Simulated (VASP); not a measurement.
# Cs2AgBiBr6 (Fm-3m) in VASP: further runs, part 2 of 2

VASP 6.6.1.

**4. Relaxation of cell and atoms, PBE**

Contents of INCAR:

```
ALGO = Normal
EDIFF = 1E-7
EDIFFG = -0.01
ENCUT = 600
GGA = PE
IBRION = 2
ISIF = 3
ISMEAR = -1
LASPH = True
LCHARG = False
LREAL = False
LWAVE = False
NELM = 80
NSW = 60
PREC = Accurate
SIGMA = 0.05
```

Contents of KPOINTS:

```
k-points
0
Gamma
  3 3 3
```

Contents of POSCAR:

```
Cs2AgBiBr6
1.0
    0.0000000000      5.6161000000      5.6161000000
    5.6161000000      0.0000000000      5.6161000000
    5.6161000000      5.6161000000      0.0000000000
Bi Cs Ag Br
1 2 1 6
Direct
    0.0000000000      0.0000000000      0.0000000000
    0.7500000000      0.7500000000      0.7500000000
    0.2500000000      0.2500000000      0.2500000000
    0.5000000000      0.5000000000      0.5000000000
    0.7494500000      0.7494500000      0.2505500000
    0.2505500000      0.2505500000      0.7494500000
    0.7494500000      0.2505500000      0.2505500000
    0.7494500000      0.2505500000      0.7494500000
    0.2505500000      0.7494500000      0.7494500000
    0.2505500000      0.7494500000      0.2505500000
```

Potentials or basis: VASP PAW PBE potentials, release 64 (Bi_d_GW, Cs_sv_GW, Ag_GW, Br_GW).

Run with:

```bash
> cat potpaw_PBE.64/Bi_d_GW/POTCAR potpaw_PBE.64/Cs_sv_GW/POTCAR potpaw_PBE.64/Ag_GW/POTCAR potpaw_PBE.64/Br_GW/POTCAR > POTCAR
> mpirun -np 1 vasp_std > vasp.out
```

Wall time 7.8 min (1 thread of Intel Xeon 6975P-C (Granite Rapids), shared host); peak memory 0.71 GiB.

It converged, with:

| Item | Value |
| --- | --- |
| Free energy | -32.9698 eV |
| Relaxed volume | 37.69 Å³/atom |
| Relaxed cell | a = 8.108 Å, b = 8.108 Å, c = 8.108 Å, α = 60.00°, β = 60.00°, γ = 60.00° |
| Space group after relaxing (to 0.05 Å) | Fm-3m (No. 225) |
| Energy gained by relaxing | 13.1 meV/atom |
| Ionic steps | 6 |
| Pressure after relaxing | 0.0 GPa |
| Largest force after relaxing | 0.005 eV/Å |
| Band gap on the k mesh | 1.90 eV, indirect (least direct gap 2.48 eV) |

Forces on the atoms (eV/Å):
```
Bi   0.000  0.000  0.000
Cs   0.000  0.000  0.000
Cs   0.000  0.000  0.000
Ag   0.000  0.000  0.000
Br   0.000  0.000 -0.005
Br   0.000  0.000  0.005
Br   0.005  0.000  0.000
Br   0.000 -0.005  0.000
Br  -0.005  0.000  0.000
Br   0.000  0.005  0.000
```

Step by step:
```csv
step,energy change (eV),largest force (eV/Å),pressure (GPa),volume (Å³)
1,0.0000,0.2917,1.82,354.27
2,-0.1299,0.0179,0.09,375.29
3,-0.1302,0.0316,0.02,376.40
4,-0.1302,0.0261,0.05,375.95
5,-0.1304,0.0170,0.04,376.22
6,-0.1307,0.0047,0.02,376.88
```

Final structure:
```yaml
crystal:
  lattice:
    - [0.00000, 5.73310, 5.73310]
    - [5.73310, 0.00000, 5.73310]
    - [5.73310, 5.73310, 0.00000]
  atoms:
    - { symbol: Bi, position: [0.00000, 0.00000, 0.00000] }
    - { symbol: Cs, position: [0.75000, 0.75000, 0.75000] }
    - { symbol: Cs, position: [0.25000, 0.25000, 0.25000] }
    - { symbol: Ag, position: [0.50000, 0.50000, 0.50000] }
    - { symbol: Br, position: [0.74859, 0.74859, 0.25141] }
    - { symbol: Br, position: [0.25141, 0.25141, 0.74859] }
    - { symbol: Br, position: [0.74859, 0.25141, 0.25141] }
    - { symbol: Br, position: [0.74859, 0.25141, 0.74859] }
    - { symbol: Br, position: [0.25141, 0.74859, 0.74859] }
    - { symbol: Br, position: [0.25141, 0.74859, 0.25141] }
```

Levels at points of the mesh, in eV from the valence-band top:
```
           k point  band 40  band 41  band 42  band 43  band 44  band 45  band 46  band 47  band 48  band 49
(0.00, 0.00, 0.00)    -0.66    -0.66    -0.66    -0.23    -0.23     2.66     2.66     2.66     4.03     5.13
```

Caveat: spin-orbit coupling is left out, which as a rule narrows the gap of such compounds by several tenths of an eV; an odd mesh through Γ misses points on the zone boundary, where band edges often lie.

**5. Relaxation of cell and atoms, PBE**

INCAR is that of step 4.

KPOINTS is that of step 4.

POSCAR is that of step 4.

Potentials or basis: VASP PAW PBE potentials, release 54 (Bi_d, Cs_sv, Ag, Br).

Run with:

```bash
> cat potpaw_PBE.54/Bi_d/POTCAR potpaw_PBE.54/Cs_sv/POTCAR potpaw_PBE.54/Ag/POTCAR potpaw_PBE.54/Br/POTCAR > POTCAR
> mpirun -np 1 vasp_std > vasp.out
```

Run time: 5.5 min. Hardware: 1 thread of Intel Xeon 6975P-C (Granite Rapids), shared host; peak memory 0.69 GiB.

It converged, with:

| Item | Value |
| --- | --- |
| Free energy | -29.6157 eV |
| Relaxed volume | 37.75 Å³/atom |
| Relaxed cell | a = 8.112 Å, b = 8.112 Å, c = 8.112 Å, α = 60.00°, β = 60.00°, γ = 60.00° |
| Space group after relaxing (to 0.05 Å) | Fm-3m (No. 225) |
| Energy gained by relaxing | 13.8 meV/atom |
| Ionic steps | 6 |
| Pressure after relaxing | 0.0 GPa |
| Band gap on the k mesh | 1.90 eV, indirect (least direct gap 2.48 eV) |

The path:
```tsv
step	energy change (eV)	largest force (eV/Å)	pressure (GPa)	volume (Å³)
1	0.0000	0.2916	1.87	354.27
2	-0.1366	0.0228	0.10	375.89
3	-0.1369	0.0366	0.02	377.02
4	-0.1369	0.0309	0.05	376.56
5	-0.1372	0.0202	0.04	376.88
6	-0.1376	0.0008	0.03	377.51
```

Final structure:
```yaml
crystal:
  lattice:
    - [0.00000, 5.73629, 5.73629]
    - [5.73629, 0.00000, 5.73629]
    - [5.73629, 5.73629, 0.00000]
  atoms:
    - { symbol: Bi, position: [0.00000, 0.00000, 0.00000] }
    - { symbol: Cs, position: [0.75000, 0.75000, 0.75000] }
    - { symbol: Cs, position: [0.25000, 0.25000, 0.25000] }
    - { symbol: Ag, position: [0.50000, 0.50000, 0.50000] }
    - { symbol: Br, position: [0.74861, 0.74861, 0.25139] }
    - { symbol: Br, position: [0.25139, 0.25139, 0.74861] }
    - { symbol: Br, position: [0.74861, 0.25139, 0.25139] }
    - { symbol: Br, position: [0.74861, 0.25139, 0.74861] }
    - { symbol: Br, position: [0.25139, 0.74861, 0.74861] }
    - { symbol: Br, position: [0.25139, 0.74861, 0.25139] }
```

Levels at points of the mesh, in eV from the valence-band top:
```csv
k point,band 41,band 42,band 43,band 44,band 45,band 46
"(0.00, 0.00, 0.00)",-0.66,-0.23,-0.23,2.66,2.66,2.66
```

Caveat: spin-orbit coupling is left out, which as a rule narrows the gap of such compounds by several tenths of an eV; an odd mesh through Γ misses points on the zone boundary, where band edges often lie. Zero-point motion and thermal expansion aren't in these numbers.

**6. Relaxation of cell and atoms, PBE**

INCAR is that of step 5.

KPOINTS is that of step 5.

POSCAR is that of step 5.

Potentials or basis: VASP PAW PBE potentials, release 54 (Bi, Cs_sv, Ag, Br).

Run with:

```bash
> cat potpaw_PBE.54/Bi/POTCAR potpaw_PBE.54/Cs_sv/POTCAR potpaw_PBE.54/Ag/POTCAR potpaw_PBE.54/Br/POTCAR > POTCAR
> mpirun -np 1 vasp_std > vasp.out
```

OUTCAR:

```text
EDIFF = 1E-7
   EDIFFG = -0.01
   ENCUT = 600
   GGA = PE
   IBRION = 2
   ISIF = 3
   ISMEAR = -1
   LASPH = True
   LREAL = False
   NELM = 80
   NSW = 60
   PREC = Accurate

 ion  position               nearest neighbor table
   1  0.000  0.000  0.000-   5 2.81   6 2.81   7 2.81   8 2.81   9 2.81  10 2.81
   2  0.750  0.750  0.750-
   3  0.250  0.250  0.250-
   4  0.500  0.500  0.500-   5 2.80   6 2.80   7 2.80   8 2.80   9 2.80  10 2.80
   5  0.749  0.749  0.251-   4 2.80   1 2.81
   6  0.251  0.251  0.749-   4 2.80   1 2.81
   7  0.749  0.251  0.251-   4 2.80   1 2.81
   8  0.749  0.251  0.749-   4 2.80   1 2.81
   9  0.251  0.749  0.749-   4 2.80   1 2.81
  10  0.251  0.749  0.251-   4 2.80   1 2.81

  LATTYP: Found a face centered cubic cell.
 ALAT       =    11.2322000000

  Lattice vectors:

 A1 = (   0.0000000000,   5.6161000000,   5.6161000000)
 A2 = (   5.6161000000,   0.0000000000,   5.6161000000)
 A3 = (   5.6161000000,   5.6161000000,   0.0000000000)

Analysis of symmetry for initial positions (statically):
=====================================================================
 Subroutine PRICEL returns:
 Original cell was already a primitive cell.

 Routine SETGRP: Setting up the symmetry group for a
 face centered cubic supercell.

 Subroutine GETGRP returns: Found 48 space group operations
 (whereof 48 operations were pure point group operations)
 out of a pool of 48 trial point group operations.

The static configuration has the point symmetry O_h .

Analysis of symmetry for dynamics (positions and initial velocities):
=====================================================================
 Subroutine PRICEL returns:
 Original cell was already a primitive cell.

 Routine SETGRP: Setting up the symmetry group for a
 face centered cubic supercell.

 Subroutine GETGRP returns: Found 48 space group operations
 (whereof 48 operations were pure point group operations)
 out of a pool of 48 trial point group operations.

The dynamic configuration has the point symmetry O_h .

 Subroutine INISYM returns: Found 48 space group operations
 (whereof 48 operations are pure point group operations),
 and found     1 'primitive' translations

----------------------------------------------------------------------------------------

                                     Primitive cell

  volume of cell :     354.2701

  direct lattice vectors                    reciprocal lattice vectors
     0.000000000  5.616100000  5.616100000    -0.089029754  0.089029754  0.089029754
     5.616100000  0.000000000  5.616100000     0.089029754 -0.089029754  0.089029754
     5.616100000  5.616100000  0.000000000     0.089029754  0.089029754 -0.089029754

  length of vectors
     7.942364788  7.942364788  7.942364788     0.154204057  0.154204057  0.154204057

  position of ions in fractional coordinates (direct lattice)
     0.000000000  0.000000000  0.000000000
     0.750000000  0.750000000  0.750000000
     0.250000000  0.250000000  0.250000000
     0.500000000  0.500000000  0.500000000
     0.749450000  0.749450000  0.250550000
     0.250550000  0.250550000  0.749450000
     0.749450000  0.250550000  0.250550000
     0.749450000  0.250550000  0.749450000
     0.250550000  0.749450000  0.749450000
     0.250550000  0.749450000  0.250550000

  ion indices of the primitive-cell ions
   primitive index   ion index
                 1           1
                 2           2
                 3           3
                 4           4
                 5           5
                 6           6
                 7           7
                 8           8
                 9           9
                10          10

----------------------------------------------------------------------------------------

 KPOINTS: k-points

Automatic generation of k-mesh.
 Grid dimensions read from file:
 generate k-points for:    3    3    3

 Generating k-lattice:

  Cartesian coordinates                     Fractional coordinates (reciprocal lattice)
    -0.029676585  0.029676585  0.029676585     0.333333333  0.000000000  0.000000000
     0.029676585 -0.029676585  0.029676585     0.000000000  0.333333333  0.000000000
     0.029676585  0.029676585 -0.029676585     0.000000000  0.000000000  0.333333333

  Length of vectors
     0.051401352  0.051401352  0.051401352

  Shift w.r.t. Gamma in fractional coordinates (k-lattice)
     0.000000000  0.000000000  0.000000000

 Subroutine IBZKPT returns following result:
 ===========================================

 Found      4 irreducible k-points:

 Following reciprocal coordinates:
            Coordinates               Weight
  0.000000  0.000000  0.000000      1.000000
  0.333333  0.000000  0.000000      8.000000
  0.333333  0.333333  0.000000      6.000000
 -0.333333  0.333333  0.000000     12.000000
   k-points           NKPTS =      4   k-points in BZ     NKDIM =      4   number of bands    NBANDS=     45
   number of dos      NEDOS =    301   number of ions     NIONS =     10
   total plane-waves  NPLWV = 262144
   dimension x,y,z NGX =    64 NGY =   64 NGZ =   64
   dimension x,y,z NGXF=   128 NGYF=  128 NGZF=  128
   ions per type =               1   2   1   6
   NGX,Y,Z   is equivalent  to a cutoff of  13.40, 13.40, 13.40 a.u.
   NGXF,Y,Z  is equivalent  to a cutoff of  26.79, 26.79, 26.79 a.u.
 SYSTEM =  unknown system
   PREC   = accura    normal or accurate (medium, high low for compatibility)
   ISTART =      0    job   : 0-new  1-cont  2-samecut
   ICHARG =      2    charge: 1-file 2-atom 10-const
   ISPIN  =      1    spin polarized calculation?
   LNONCOLLINEAR =      F non collinear calculations
   LSORBIT =      F    spin-orbit coupling
   LASPH  =      T    aspherical Exc in radial PAW
   ENCUT  =  600.0 eV  44.10 Ry    6.64 a.u.  15.86 15.86 15.86*2*pi/ulx,y,z
   NELM   =     80;   NELMIN=  2; NELMDL= -5     # of ELM steps
   EDIFF  = 0.1E-06   stopping-criterion for ELM
   LREAL  =      F    real-space projection
   EDIFFG = -.1E-01   stopping-criterion for IOM
   NSW    =     60    number of steps for IOM
   IBRION =      2    ionic relax: 0-MD 1-quasi-New 2-CG
   NFREE  =      1    steps in history (QN), initial steepest desc. (CG)
   ISIF   =      3    stress and relaxation
   ISYM   =      2    0-nonsym 1-usesym 2-fastsym
   POTIM  = 0.5000    time-step for ionic-motion
   TEBEG  =    0.0;   TEEND  =   0.0 temperature during run
   PSTRESS=    0.0 pullay stress
   NELECT =      76.0000    total number of electrons
   NUPDOWN=      -1.0000    fix difference up-down
   EMIN   =  10.00;   EMAX   =-10.00  energy-range for DOS
   EFERMI =   0.00;   METHOD = LEGACY
   ISMEAR =    -1;   SIGMA  =   0.05  broadening in eV -4-tet -1-fermi 0-gaus
   EFERMI_NEDOS =   21; number of points for ismear=-14 and -15
   IALGO  =     38    algorithm
   IMIX   =      4    mixing-type and parameters
     AMIX     =   0.40;   BMIX     =  1.00
     AMIX_MAG =   1.60;   BMIX_MAG =  1.00
  volume/ion in A,a.u.               =      35.43       239.07
  Fermi-wavevector in a.u.,A,eV,Ry     =   0.980019  1.851968 13.067544  0.960437
  Thomas-Fermi vector in A             =   2.110917
   LORBIT       =      0    0 simple, 1 ext, 2 COOP (PROOUT), +10 PAW based schemes
   GGA     = PE    functional components
   LHFCALC =     F    Hartree Fock is set to
   AEXX    =    0.0000 exact exchange contribution
   IVDW    =     0    specifies the selected vdW correction
   LEPSILON=     F    determine dielectric tensor
   LRPA    =     F    only Hartree local field effects (RPA)
 conjugate gradient relaxation of ions
 non-spin polarized calculation
  energy-cutoff  :      600.00
  volume of cell :      354.27
 maximum number of plane-waves:     11862
   NGX = 31   NGY = 31   NGZ = 31

--------------------------------------- Ionic step        1  -------------------------------------------

 number of electron      75.9999995 magnetization

 Free energy of the ion-electron system (eV)
  ---------------------------------------------------
  ext. energy  EPLUGINS =         0.00000000
  ---------------------------------------------------
  free energy    TOTEN  =       -29.48438354 eV

  energy without entropy =      -29.48438353  energy(sigma->0) =      -29.48438354

------------------------ aborting loop because EDIFF is reached ----------------------------------------

  FORCE on cell =-STRESS in cart. coord.  units (eV):
  Direction    XX          YY          ZZ          XY          YZ          ZX
  --------------------------------------------------------------------------------------
  -------------------------------------------------------------------------------------
  Total        4.0892546      4.0892546      4.0892546     -0.0000000      0.0000000     -0.0000000
  in kB       18.4935480     18.4935480     18.4935480     -0.0000000      0.0000000     -0.0000000
  external PRESSURE =      18.4935480 kB  Pullay stress =       0.0000000 kB
[... 161 lines left out ...]
  energy  without entropy=      -29.6171086296  energy(sigma->0) =      -29.61710863

--------------------------------------- Ionic step        5  -------------------------------------------

 number of electron      76.0000004 magnetization

 Free energy of the ion-electron system (eV)
  ---------------------------------------------------
  ext. energy  EPLUGINS =         0.00000000
  ---------------------------------------------------
  free energy    TOTEN  =       -29.61752757 eV

  energy without entropy =      -29.61752756  energy(sigma->0) =      -29.61752756

 E-fermi :   1.3552     XC(G=0):  -7.8258

 val. band max:        0.3949970404   @ k =  -0.3333   0.3333   0.0000
 cond. band min:       2.2942390708   @ k =   0.3333   0.0000   0.0000
 fundamental gap:      1.8992420304
 Fermi energy:         1.3552010319

 k-point     1 :       0.0000    0.0000    0.0000
  band No.  band energies     occupation
      1     -19.9051      2.00000
      2     -19.9008      2.00000
      3     -13.6741      2.00000
      4     -13.1259      2.00000
      5     -13.1259      2.00000
      6     -13.1259      2.00000
[... 218 lines left out ...]
  FREE ENERGIE OF THE ION-ELECTRON SYSTEM (eV)
  ---------------------------------------------------
  free  energy   TOTEN  =       -29.6175275676 eV

  energy  without entropy=      -29.6175275594  energy(sigma->0) =      -29.61752756

 reached required accuracy - stopping structural energy minimisation
```

Run time: 4.3 min. Hardware: 1 thread of Intel Xeon 6975P-C (Granite Rapids), shared host; peak memory 0.69 GiB.

Results:

```
Free energy                            : -29.6175 eV
Relaxed volume                         : 37.76 Å³/atom
Relaxed cell                           : a = 8.113 Å, b = 8.113 Å, c = 8.113 Å, α = 60.00°, β = 60.00°, γ = 60.00°
Space group after relaxing (to 0.05 Å) : Fm-3m (No. 225)
Energy gained by relaxing              : 13.3 meV/atom
Ionic steps                            : 5
Pressure after relaxing                : 0.0 GPa
Largest force after relaxing           : 0.005 eV/Å
Band gap on the k mesh                 : 1.90 eV, indirect (least direct gap 2.47 eV)
```

Forces on the atoms (eV/Å):
```
Bi   0.000  0.000  0.000
Cs   0.000  0.000  0.000
Cs   0.000  0.000  0.000
Ag   0.000  0.000  0.000
Br   0.000  0.000  0.005
Br   0.000  0.000 -0.005
Br  -0.005  0.000  0.000
Br   0.000  0.005  0.000
Br   0.005  0.000  0.000
Br   0.000 -0.005  0.000
```

The path:
| step | energy change (eV) | largest force (eV/Å) | pressure (GPa) | volume (Å³) |
| --- | --- | --- | --- | --- |
| 1 | 0.0000 | 0.2844 | 1.85 | 354.27 |
| 2 | -0.1321 | 0.0301 | 0.08 | 375.65 |
| 3 | -0.1323 | 0.0410 | 0.02 | 376.53 |
| 4 | -0.1327 | 0.0286 | 0.02 | 376.89 |
| 5 | -0.1331 | 0.0048 | 0.00 | 377.59 |

Final structure:
```cif
data_structure
_symmetry_space_group_name_H-M 'P 1'
_symmetry_Int_Tables_number 1
_cell_length_a 8.1129
_cell_length_b 8.1129
_cell_length_c 8.1129
_cell_angle_alpha 60.000
_cell_angle_beta 60.000
_cell_angle_gamma 60.000
_cell_volume 377.59
loop_
_atom_site_label
_atom_site_type_symbol
_atom_site_fract_x
_atom_site_fract_y
_atom_site_fract_z
_atom_site_occupancy
Bi1 Bi 0.00000 0.00000 0.00000 1
Cs1 Cs 0.75000 0.75000 0.75000 1
Cs2 Cs 0.25000 0.25000 0.25000 1
Ag1 Ag 0.50000 0.50000 0.50000 1
Br1 Br 0.74869 0.74869 0.25132 1
Br2 Br 0.25132 0.25132 0.74869 1
Br3 Br 0.74869 0.25132 0.25132 1
Br4 Br 0.74869 0.25132 0.74869 1
Br5 Br 0.25132 0.74869 0.74869 1
Br6 Br 0.25132 0.74869 0.25132 1
```

Caveat: spin-orbit coupling is left out, which as a rule narrows the gap of such compounds by several tenths of an eV; an odd mesh through Γ misses points on the zone boundary, where band edges often lie.

**7. The reference run**

An earlier run on the cell as given: functional PBEsol; potentials or basis VASP PAW PBE potentials, release 64 (Bi_d, Cs_sv, Ag, Br); cutoff 520 eV; k mesh 4 × 4 × 4; occupations fermi-dirac, width 0.05 eV; no spin polarisation.

- Pressure: 0.0 GPa
- Largest force: 0.308 eV/Å
- Band gap on the k mesh: 1.17 eV, indirect (least direct gap 2.39 eV)

**8. Overview**

| task | level | potentials or basis | cell | k mesh | cutoff (eV) | ladder | gap on the mesh (eV) | pressure (GPa) | relaxed volume (Å³/atom) |
| --- | --- | --- | --- | --- | --- | --- | --- | --- | --- |
| relaxation of cell and atoms | PBE | VASP PAW PBE potentials, release 64 (Bi_d, Cs_sv, Ag, Br) | relaxed | 3 × 3 × 3 | 600 | - | 1.90 | 0.0 | 37.75 |
| relaxation of cell and atoms | PBE | VASP PAW PBE potentials, release 64 (Bi_d_GW, Cs_sv_GW, Ag_sv_GW, Br_GW) | relaxed | 3 × 3 × 3 | 600 | - | 1.89 | 0.0 | 37.63 |
| relaxation of cell and atoms | PBE | VASP PAW PBE potentials, release 64 (Bi_d_GW, Cs_sv_GW, Ag_GW, Br_GW) | relaxed | 3 × 3 × 3 | 600 | - | 1.90 | 0.0 | 37.69 |
| relaxation of cell and atoms | PBE | VASP PAW PBE potentials, release 54 (Bi_d, Cs_sv, Ag, Br) | relaxed | 3 × 3 × 3 | 600 | - | 1.90 | 0.0 | 37.75 |
| relaxation of cell and atoms | PBE | VASP PAW PBE potentials, release 54 (Bi, Cs_sv, Ag, Br) | relaxed | 3 × 3 × 3 | 600 | - | 1.90 | 0.0 | 37.76 |
| single point | PBEsol | VASP PAW PBE potentials, release 64 (Bi_d, Cs_sv, Ag, Br) | as given | 4 × 4 × 4 | 520 | free | 1.17 | 0.0 | - |

Alike in all rows: no spin polarisation; smearing fermi-dirac 0.05 eV.

Caveats: spin-orbit coupling is left out, which as a rule narrows the gap of such compounds by several tenths of an eV; an odd mesh through Γ misses points on the zone boundary, where band edges often lie (some runs); the PAW data sets were made with another functional, which shifts forces and pressure a little (some runs).

Total energies depend on the potentials used, so only differences within one code and one set of settings carry meaning.
